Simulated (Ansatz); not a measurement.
The guess for P was made by a generator: 4-connected net of one element (Cmcm, No. 63). Lengths were set from tabulated atomic sizes, so they are only a guess.

```cif
data_structure
_symmetry_space_group_name_H-M 'P 1'
_symmetry_Int_Tables_number 1
_cell_length_a 4.7945
_cell_length_b 4.7945
_cell_length_c 6.1134
_cell_angle_alpha 90.000
_cell_angle_beta 90.000
_cell_angle_gamma 94.494
_cell_volume 140.10
loop_
_atom_site_label
_atom_site_type_symbol
_atom_site_fract_x
_atom_site_fract_y
_atom_site_fract_z
_atom_site_occupancy
P1 P 0.70093 0.96993 0.42509 1
P2 P 0.96993 0.70093 0.92509 1
P3 P 0.29907 0.03007 0.92509 1
P4 P 0.70093 0.96993 0.07491 1
P5 P 0.29907 0.03007 0.57491 1
P6 P 0.03007 0.29907 0.42509 1
P7 P 0.96993 0.70093 0.57491 1
P8 P 0.03007 0.29907 0.07491 1
```

All numbers below come from Ansatz, DFT PBE, scalar-relativistic, plane waves, PAW. Cutoff 420 eV, Gaussian smearing, Γ-centred meshes. Cell and atoms relax first on a coarse mesh and then on a finer one. In between, the cell is made exact in the group found at 0.06 Å. In metals the finer mesh still leaves noise of several meV/atom or more. The steps can't lower the symmetry of their start. No spin polarisation.

A guess keeps its type if space group and coordination stay and the shape of the cell changes little (axis ratios within about 15 %, angles within 6°); the volume may change.

Q: Does it keep its structure type, or change into something else?

A: It doesn't keep its type. The symmetry goes from Cmcm (No. 63) to Pm-3m (No. 221), and the primitive cell from 8 to 1 atom. The end has the simple cubic type. The volume per atom shrinks by 16.6 %, from 17.5 to 14.6 Å³. The shortest distance goes from 2.10 Å (P–P) to 2.44 Å (P–P). Counting neighbours within 15 % of an atom's shortest distance, the start has P 4 and the end P 6. In detail, at the end around P lie 6 P at 2.44 Å.

```
P
1.0
     2.44446    0.00000    0.00000
     0.00000    2.44446    0.00000
     0.00000    0.00000    2.44446
P
1
Direct
  0.00000 0.00000 0.00000
```

Energies count from the standard state of P at the same level. The references include black phosphorus.

Q: At what energy does it end?

A: +0.09 eV/atom. So it is a metastable form at best.

The last run used a 22×22×22 mesh for its 1-atom cell and Gaussian smearing of 0.10 eV. The reference form of P is held partly by dispersion forces, which this level lacks. Symmetry constrained the relaxation, so the result can be a saddle point.
